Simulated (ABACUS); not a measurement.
Crystal: Sn.

```
Sn
1.0
     4.45495    0.00000    0.00000
    -3.30667    2.98538    0.00000
    -0.57414   -1.49269    4.15799
Sn
2
Direct
  0.00000 0.00000 0.00000
  0.75000 0.25000 0.50000
```

* Program: ABACUS 3.10.1
* Task: relaxation of cell and atoms
* Functional: LDA
* Potentials or basis: GBRV ultrasoft 1.5 LDA
* Cutoff: 544 eV
* Density cutoff: 4354 eV
* Basis: plane waves
* k mesh: 7 × 7 × 7
* Occupations: fermi-dirac, width 0.05 eV
* Spin: no spin polarisation

At the start: pressure -3.1 GPa; volume 27.65 Å³/atom.

How do energy, volume and symmetry change on relaxing?

Over 5 steps the energy falls by 19.8 meV/atom and the volume is 25.78 Å³/atom (-6.8 %); space group I4_1/amd (No. 141, to 0.05 Å).

Step by step:
```tsv
step	energy change (eV)	largest force (eV/Å)	pressure (GPa)	volume (Å³)
1	0.0000	0.0000	-3.12	55.30
2	-0.0381	0.0000	0.60	50.96
3	-0.0392	0.0000	0.03	51.53
4	-0.0394	0.0000	0.01	51.54
5	-0.0395	0.0000	0.00	51.55
```

Final structure:
```xyz
2
Lattice="4.3401 0.0197 0.0000 -3.2082 2.9230 0.0000 -0.5659 -1.4713 4.0437" Properties=species:S:1:pos:R:3 pbc="T T T"
Sn    0.0000    0.0000    0.0000
Sn    2.1700    0.0098    2.0219
```
